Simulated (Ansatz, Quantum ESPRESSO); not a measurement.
Given: the input of a run of Quantum ESPRESSO 7.5 on Eu. 

The input pw.in:

```
&CONTROL
  calculation = 'scf'
  prefix = 'pwscf'
  outdir = './tmp'
  pseudo_dir = './pseudo'
  tprnfor = .true.
  tstress = .true.
  disk_io = 'low'
/
&SYSTEM
  ibrav = 0
  nat = 1
  ntyp = 1
  ecutwfc = 55
  ecutrho = 440
  nbnd = 18
  input_dft = 'pbesol'
  occupations = 'smearing'
  smearing = 'fd'
  degauss = 0.00367493
  nspin = 2
  starting_magnetization(1) = 0.4118
/
&ELECTRONS
  conv_thr = 2d-10
  electron_maxstep = 120
  mixing_beta = 0.3
/
ATOMIC_SPECIES
Eu   151.9640 Eu.paw.z_17.atompaw.wentzcovitch.v1.2.upf
CELL_PARAMETERS angstrom
  -2.3030000000    2.3030000000    2.3030000000
   2.3030000000   -2.3030000000    2.3030000000
   2.3030000000    2.3030000000   -2.3030000000
ATOMIC_POSITIONS crystal
Eu     0.0000000000    0.0000000000    0.0000000000
K_POINTS automatic
8 8 8 0 0 0
```

The input pp_density.in:

```
&INPUTPP
  prefix = 'pwscf'
  outdir = './tmp'
  filplot = 'density.dat'
  plot_num = 0
/
&PLOT
  nfile = 1
  filepp(1) = 'density.dat'
  iflag = 3
  output_format = 6
  fileout = 'density.cube'
/
```

The input pp_potential.in:

```
&INPUTPP
  prefix = 'pwscf'
  outdir = './tmp'
  filplot = 'potential.dat'
  plot_num = 11
/
&PLOT
  nfile = 1
  filepp(1) = 'potential.dat'
  iflag = 3
  output_format = 6
  fileout = 'potential.cube'
/
```

pp_spin.in

```
&INPUTPP
  prefix = 'pwscf'
  outdir = './tmp'
  filplot = 'spin.dat'
  plot_num = 6
/
&PLOT
  nfile = 1
  filepp(1) = 'spin.dat'
  iflag = 3
  output_format = 6
  fileout = 'spin.cube'
/
```

Potentials or basis: SSSP 1.3 efficiency PBE.

The run is started by

```bash
$ OMP_NUM_THREADS=1 mpirun -n 2 pw.x -nk 2 -in pw.in > pw.out
$ OMP_NUM_THREADS=1 mpirun -n 1 pp.x -in pp_density.in > pp_density.out
$ OMP_NUM_THREADS=1 mpirun -n 1 pp.x -in pp_potential.in > pp_potential.out
$ OMP_NUM_THREADS=1 mpirun -n 1 pp.x -in pp_spin.in > pp_spin.out
```

Question: Set up the same calculation for Ansatz 0.2.0. Potentials or basis there: Ansatz PAW, cutoff 420 eV.

Answer: As run (cutoffs and basis follow the program's own potentials, and thresholds, step limits or extra output files can differ):

input.yaml

```yaml
crystal:
  lattice:
    - [-2.303, 2.303, 2.303]
    - [2.303, -2.303, 2.303]
    - [2.303, 2.303, -2.303]
  atoms:
    - { symbol: Eu, position: [0.0, 0.0, 0.0], spin: 7.0 }
hamiltonian:
  xc: pbesol
  pseudopotentials: { kind: paw }
magnetization:
  spin_polarized: true
kpoints:
  mp_grid: { grid: [8, 8, 8] }
scf:
  occupations: { method: fermi_dirac, width: 0.05 }
output:
  forces: true
  stress: true
  eigenvalues: true
```

Potentials or basis: Ansatz PAW.

The run is started by

```console
$ ansatz run input.yaml --threads 1 --pin off --max-ram 3584MiB --backend cpu --events-out ev --progress --plain --runs-dir out
```

Both were run:

|  | Quantum ESPRESSO | Ansatz |
| --- | --- | --- |
| Pressure | -3.0 GPa | -2.6 GPa |
| Net moment | 7.39 μB per cell | 7.37 μB per cell |
| Absolute moment | 7.39 μB per cell | 7.37 μB per cell |

Ansatz's pressure holds a Pulay term of +0.07 GPa for its cutoff of 420 eV, which the other run lacks.

Quantum ESPRESSO's potentials were made for PBE. Ansatz's potentials were made for PBE.

Where Ansatz's input types no cutoff or centring, it takes its own default and a Γ-centred mesh.

The magnetic state is the one that the start led to; the real crystal's order can differ.

Pressure is positive in compression.
